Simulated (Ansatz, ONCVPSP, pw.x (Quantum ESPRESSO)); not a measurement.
# pw.x on bcc Mg: one setting changed

Potential: optimised norm-conserving Vanderbilt (ONCV), ONCVPSP 4.0.1, PBE; core [Ne], reference 3s1 3p1; waves: 3s: rc 2.40 bohr, ncon 4, nbas 8, qcut 3.3 1/bohr, 2 projectors, debl 1 Ha; 3p: rc 2.20 bohr, ncon 4, nbas 8, qcut 3.8 1/bohr, 2 projectors, debl 1.3 Ha; d scattering state at 0.03 Ha: rc 1.85 bohr, ncon 5, nbas 9, qcut 5.1 1/bohr, 2 projectors, debl 3.5 Ha; local part: polynomial inside 1.30 bohr (lpopt 5, dvloc0 0 Ha); core correction: Teter function fitted to the true core (icmod 2), fcfact 0.4.

The reference run (k-mesh 13³, cutoffs 50/200 Ry, Fermi–Dirac 0.01 Ry, mixing_beta 0.4, conv_thr 1e-9, no spin) gives -0.21 GPa at 22.870 Å³/atom, where all-electron LAPW gives 0.19 GPa. This run, with its own iteration cap, changes degauss to 0.005.

```
&control
  calculation='scf', prefix='x', pseudo_dir='./', outdir='./tmp', tstress=.true., disk_io='none'
/
&system
  ibrav=0, nat=1, ntyp=1, ecutwfc=50, ecutrho=200, nbnd=8,
  occupations='smearing', smearing='fd', degauss=0.005
/
&electrons
  conv_thr=1e-09, mixing_beta=0.4, electron_maxstep=70
/
ATOMIC_SPECIES
Mg 1.0 Mg.UPF
CELL_PARAMETERS angstrom
  -1.78814222 1.78814222 1.78814222
  1.78814222 -1.78814222 1.78814222
  1.78814222 1.78814222 -1.78814222
ATOMIC_POSITIONS crystal
Mg 0.0000 0.0000 0.0000
K_POINTS automatic
13 13 13 0 0 0
```

```bash
pw.x < Mg.scf.in > Mg.scf.out
```

Question: How does the run end?

Answer: It converges in 5 iterations; the free energy moves by +11.9 meV/atom and the pressure by +0.00 GPa. In a metal, with Fermi–Dirac smearing, F lies below its zero-width value by a term in the square of the width.

```
Message from routine setup:
     using ibrav=0 with symmetry is DISCOURAGED, use correct ibrav instead
     lattice parameter (alat)  =       5.8528  a.u.
     unit-cell volume          =     154.3344 (a.u.)^3
     number of electrons       =         2.00
     number of Kohn-Sham states=            8
     kinetic-energy cutoff     =      50.0000  Ry
     charge density cutoff     =     200.0000  Ry
     scf convergence threshold =      1.0E-09
     Exchange-correlation= PBE
     number of k points=    84  Fermi-Dirac smearing, width (Ry)=  0.0050
     iteration #  1     ecut=    50.00 Ry     beta= 0.40
     total energy              =      -2.45682428 Ry
     estimated scf accuracy    <       0.00166435 Ry
     iteration #  2     ecut=    50.00 Ry     beta= 0.40
     total energy              =      -2.45661082 Ry
     estimated scf accuracy    <       0.00056739 Ry
     iteration #  3     ecut=    50.00 Ry     beta= 0.40
     total energy              =      -2.45661928 Ry
     estimated scf accuracy    <       0.00000012 Ry
     iteration #  4     ecut=    50.00 Ry     beta= 0.40
     total energy              =      -2.45661958 Ry
     estimated scf accuracy    <          2.2E-09 Ry
     iteration #  5     ecut=    50.00 Ry     beta= 0.40
     the Fermi energy is     3.6519 ev
!    total energy              =      -2.45661958 Ry
     estimated scf accuracy    <          2.2E-10 Ry
     smearing contrib. (-TS)   =      -0.00065710 Ry
     The total energy is F=E-TS. E is the sum of the following terms:
     one-electron contribution =       1.28608563 Ry
     hartree contribution      =       0.00355219 Ry
     xc contribution           =      -1.59163357 Ry
     ewald contribution        =      -2.15396673 Ry
     convergence has been achieved in   5 iterations
          total   stress  (Ry/bohr**3)                   (kbar)     P=       -2.10
     Message from routine punch:
     Nothing written, as per user request (disk_io='none')
```

The run took about 15 s on one core of a shared host (Intel(R) Xeon(R) Processor @ 2.60GHz, 24 threads, 31 GiB, load 15).
